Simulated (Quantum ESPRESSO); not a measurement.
Quantum ESPRESSO 7.5, DFT, PBE, plane waves, PseudoDojo 0.5 standard norm-conserving PBE (local tails restored to the Coulomb form): rock-salt MgO, 2 atoms. Basis and mesh were picked for this test and aren't claimed converged.

```json
{
  "cell": "2.98, 2.98, 2.98 Å; 60, 60, 60°",
  "task": "phonons by DFPT",
  "k mesh": "10×10×10",
  "ecutwfc": "84 Ry",
  "ecutrho": "336 Ry",
  "occupations": "fixed",
  "conv_thr": "1e-12 Ry",
  "tprnfor": "true",
  "tstress": "false",
  "tr2_ph": "1e-14",
  "q": "[0.25, 0, 0] 2π/alat, Cartesian",
  "k-points computed": "360",
  "bands": "8",
  "electrons": "16",
  "G-vectors of the density": "13323",
  "FFT grid": "36×36×36",
  "symmetry_operations": "48"
}
```

It runs on a single node (AMD EPYC (Zen 5), 96 cores on 1 socket, no SMT, 12 L3 cache groups; 94 cores' worth of CPU time may be used).

Wall times, medians of two to five repeats, each run alone on the node (launch to exit). Unless noted, each process is bound to its own block of adjacent cores. The times hold for this build (conda-forge: Open MPI 5.0, OpenMP, OpenBLAS 0.3.34 (pthreads), FFTW, ScaLAPACK, ELPA). Scratch files lie in a memory file system. A preparatory run goes ahead and isn't timed.

All on 32 ranks. The candidates, on 32 cores each, agree within 1.0 cm⁻¹ in frequencies (largest shift):
A. -nk 16, alpha_mix(1) = 0.7 (default)
B. -nk 16, alpha_mix(1) = 0.2
C. -nk 4, alpha_mix(1) = 0.7 (default)
D. -nk 1, alpha_mix(1) = 0.7 (default)

Problem. Which of these settings finishes first?

Solution. A (-nk 16, alpha_mix(1) = 0.7 (default)), 11 s. At the other end D takes 4.9× as long.

```
candidate  wall time            repeats  response iterations (all representations)
---------  ---------  -----------------  -----------------------------------------
A               11 s  2 runs within 1 %                                         29
C               13 s  2 runs within 1 %                                         29
B               15 s  2 runs within 1 %                                         41
D               52 s  2 runs within 1 %                                         27
```

From the slowest to the fastest: The largest move is in solving the linear systems (cgsolve): 42 s to 7.2 s.
